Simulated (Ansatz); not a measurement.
Crystal: Ca.

```
CELL_PARAMETERS angstrom
-2.24000 2.24000 2.24000
2.24000 -2.24000 2.24000
2.24000 2.24000 -2.24000
ATOMIC_POSITIONS crystal
Ca 0.00000 0.00000 0.00000
```

This isn't the form of Ca at room conditions, which is fcc.

| Quantity | Value |
| --- | --- |
| Program | Ansatz 0.2.0 |
| Task | relaxation of cell and atoms |
| Functional | PBE |
| Potentials or basis | Ansatz PAW |
| Cutoff | 420 eV (not typed: the program's choice for these potentials) |
| k mesh | 8 × 8 × 8 |
| Occupations | fermi-dirac, width 0.05 eV |
| Spin | no spin polarisation |

At the start: volume 44.96 Å³/atom.

Problem. How do energy, volume and symmetry change on relaxing?

Solution. It ends after 4 steps and the volume is 42.06 Å³/atom (-6.4 %); space group Im-3m (No. 229, to 0.05 Å).

The path:
| step | energy change (eV) | largest force (eV/Å) | volume (Å³) |
| --- | --- | --- | --- |
| 1 | 0.0000 | 0.0000 | 44.96 |
| 2 | -0.0055 | 0.0000 | 43.85 |
| 3 | -0.0089 | 0.0000 | 42.06 |
| 4 | -0.0088 | 0.0000 | 42.06 |

Final structure:
```yaml
crystal:
  lattice:
    - [-2.19085, 2.19085, 2.19085]
    - [2.19085, -2.19085, 2.19085]
    - [2.19085, 2.19085, -2.19085]
  atoms:
    - { symbol: Ca, position: [0.00000, 0.00000, 0.00000] }
```

Caveat: the plane-wave basis is chosen anew once the cell has moved, so the energies of steps on either side of that aren't comparable.
